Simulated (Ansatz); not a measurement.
This is a single-point calculation with Ansatz 0.2.0 on BeS (zincblende); the level of theory is PBE. The cell was relaxed with r2SCAN and then strained (uniaxial -3.75 % along z, other directions held), with the atoms relaxed again with r2SCAN; k points keep the names of the unstrained zone.

```yaml
crystal:
  lattice:
    - [0.0, 2.4343062304, 2.3430197467]
    - [2.4343062304, 0.0, 2.3430197467]
    - [2.4343062304, 2.4343062304, 0.0]
  atoms:
    - { symbol: Be, position: [0.0, 0.0, 0.0] }
    - { symbol: S, position: [0.25, 0.25, 0.25] }
kpoints:
  mp_grid: { grid: [10, 10, 10] }
  band_path:
    path:
      - [0.0, 0.0, 0.0]
      - [-0.5, -0.5, 0.0]
      - [-0.375, -0.375, 0.25]
      - [-0.375, 0.0, 0.375]
      - [0.0, 0.0, 0.5]
      - [-0.5, -0.25, 0.25]
      - [-0.0375, 0.0, 0.0375]
    npoints: 1
hamiltonian:
  xc: pbe
scf:
  occupations: { method: fermi_dirac, width: 0.02 }
  n_extra_bands: 4
output:
  forces: true
  stress: true
  eigenvalues: true
```

In the abridged output below, numbers in square brackets stand for lines, or ends of lines, that were taken out.
```
Pseudopotential: Be, paw, valence charge 2, recommended cutoff 420 eV (normal)
Pseudopotential: S, paw, valence charge 6, recommended cutoff 420 eV (normal)
Functional definition: PBE
  parameter kappa = 0.804
  parameter beta = 0.06672455060314922
  exchange = pbe_x(kappa = kappa, mu = beta*pi^2/3)
  correlation = pbe_c(beta = beta)
Crystal: 2 atoms, lattice volume = 27.769 Å³
[1]
Bands: 8, of which v1, the nominal top of the filled ones, is band 4 counted from 1 (3 counted from 0)
[2]
SCF converged after 6 iterations
Free energy (F): -996.941851 eV
[3]
--- Stress (GPa, compression-positive) ---
        3.117226       0.000000       0.000000
        0.000000       3.117226       0.000000
        0.000000       0.000000       6.642881
  P = ⅓ Tr σ = 4.2924 GPa (42.924 kbar)
--- Band table (eV; the first three rows and the last of 102) ---
[4]
```

The rows of the band table are 0: (0, 0, 0) = Γ, 1: (0, 0, 0.100), 2: (0, 0, 0.200), 101: (-1/2, -1/2, 0) = X.

Q: Fill in the blanks. They hold the Fermi energy and the band table, cutoff and plane waves at Γ, the symmetry found.

A:
```
[1]
Basis set: ecut = 420 eV, 535 PW (Γ)
[2]
Symmetry: 8 space group operations
Space group: I-4m2 (ITA 119)
[3]
Fermi energy:    7.144722 eV
[4]
  k-point 0: bands = [-8.2202, 5.5886, 5.5886, 5.7834, 11.2690, 11.3193, 11.3193, 11.7627]
  k-point 1: bands = [-8.1018, 4.8033, 5.4358, 5.6007, 11.2847, 11.5574, 11.5621, 12.6104]
  k-point 2: bands = [-7.7631, 3.1293, 5.0905, 5.3126, 11.2571, 12.0142, 12.0882, 14.2954]
  k-point 101: bands = [-5.8421, 0.6800, 2.7161, 2.7161, 8.5060, 10.2903, 18.5872, 18.5872]
```
Only the leading digits can be foreseen; the rest is this run's record.

The PBE gap is indirect, 2.72 eV (Γ to X), below the direct gap of 5.49 eV at Γ. (Of the valleys that strain may split, one alone was solved off the mesh, so this is an upper bound.) Edges are sought over the mesh and the listed points. The mean pressure at these positions is +4.29 GPa, compression counted positive.

Calculated for a static, non-magnetic cell.
